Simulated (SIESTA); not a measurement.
## Pt: single point with PBE

Crystal: Pt.

```
CELL_PARAMETERS angstrom
0.00000 1.96090 1.96090
1.96090 0.00000 1.96090
1.96090 1.96090 0.00000
ATOMIC_POSITIONS crystal
Pt 0.00000 0.00000 0.00000
```

```json
{
  "Program": "SIESTA 5.4.2",
  "Task": "single point",
  "Functional": "PBE",
  "Potentials or basis": "PseudoDojo 0.4 standard (PBE files)",
  "Basis": "DZP (energy shift 0.002 Ry)",
  "Grid cutoff": "800 Ry",
  "Energy shift": "0.002 Ry",
  "k mesh": "12 × 12 × 12",
  "Occupations": "fermi-dirac, width 0.05 eV",
  "Spin": "no spin polarisation"
}
```

```json
{"Pressure": "13.1 GPa", "Band gap on the k mesh": "none (metal or under the smearing width)"}
```

Levels at points of the mesh, in eV from the Fermi level:
| k point | band 6 | band 7 | band 8 | band 9 | band 10 | band 11 | band 12 | band 13 |
| --- | --- | --- | --- | --- | --- | --- | --- | --- |
| (0.00, 0.00, 0.00) | -3.80 | -3.80 | -3.80 | -1.63 | -1.63 | 32.95 | 32.95 | 32.95 |
| (0.50, 0.00, 0.00) | -3.85 | -3.85 | -0.36 | 0.02 | 0.02 | 5.98 | 29.70 | 29.70 |
| (0.00, 0.50, 0.00) | -3.85 | -3.85 | -0.36 | 0.02 | 0.02 | 5.98 | 29.70 | 29.70 |
| (0.50, 0.50, 0.00) | -6.64 | -0.01 | 0.46 | 0.46 | 1.98 | 10.63 | 14.71 | 14.71 |
| (0.00, 0.00, 0.50) | -3.85 | -3.85 | -0.36 | 0.02 | 0.02 | 5.98 | 29.70 | 29.70 |
| (0.50, 0.00, 0.50) | -6.64 | -0.01 | 0.46 | 0.46 | 1.98 | 10.63 | 14.71 | 14.71 |
| (0.00, 0.50, 0.50) | -6.64 | -0.01 | 0.46 | 0.46 | 1.98 | 10.63 | 14.71 | 14.71 |
| (0.50, 0.50, 0.50) | -3.85 | -3.85 | -0.36 | 0.02 | 0.02 | 5.98 | 29.70 | 29.70 |

Wall time 27 s on 1 thread of Arm Neoverse V2, on a shared host, peak memory 0.19 GiB.

Caveat: semicore shells carry a single zeta, which can move pressures by several GPa and volumes by a few percent; the basis of atomic orbitals isn't converged, which shifts pressures, moduli and gaps. The run has no spin-orbit coupling, so splittings on Pt are missing.
